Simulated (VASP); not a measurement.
**CdTe in VASP: convergence with k mesh**

CdTe:

```xyz
2
Lattice="0.0000 3.2050 3.2050 3.2050 0.0000 3.2050 3.2050 3.2050 0.0000" Properties=species:S:1:pos:R:3 pbc="T T T"
Te    4.8075    4.8075    4.8075
Cd    0.0000    0.0000    0.0000
```

```yaml
Program: VASP 6.6.1
Task: single point
Functional: PBE
Potentials_or_basis: VASP PAW PBE potentials, release 64 (Te, Cd)
Cutoff: 520 eV
k_mesh: 2 × 2 × 2
Occupations: gaussian, width 0.02 eV
Spin: no spin polarisation
```

These are the settings of the first run; the series varies k mesh, with any setting tied to it.

Hardware: 1 thread of Intel(R) Xeon(R) Platinum 8375C CPU @ 2.90GHz (Ice Lake), on a shared host.

```csv
k mesh,"energy less the tightest run, at zero smearing (meV/atom)",pressure (GPa),gap on the mesh (eV),SCF cycles,CPU time (s),peak memory (GiB)
2 × 2 × 2,664.00,8.38,0.759,14,7,0.19
3 × 3 × 3,131.86,5.34,0.840,13,7.9,0.19
4 × 4 × 4,33.36,4.65,0.862,12,10,0.19
5 × 5 × 5,9.87,4.46,0.869,12,13,0.2
7 × 7 × 7,1.20,4.39,0.872,12,19,0.2
8 × 8 × 8,0.47,4.39,0.873,12,27,0.21
10 × 10 × 10,0.08,4.39,0.873,12,37,0.23
12 × 12 × 12,0.00,4.39,0.873,12,58,0.25
```

Against the tightest run, the energy stays within 1 meV/atom from 8 × 8 × 8 on; the pressure stays within 0.1 GPa from 5 × 5 × 5 on; the gap on the mesh stays within 0.01 eV from 5 × 5 × 5 on. Meshes of other sizes hit other points, so gaps and Fermi surfaces needn't settle smoothly. The tightest run that finished is the yardstick and may itself not be fully converged.

Caveat, for the tightest run too: spin-orbit coupling is left out, which moves the levels of the heavy elements.
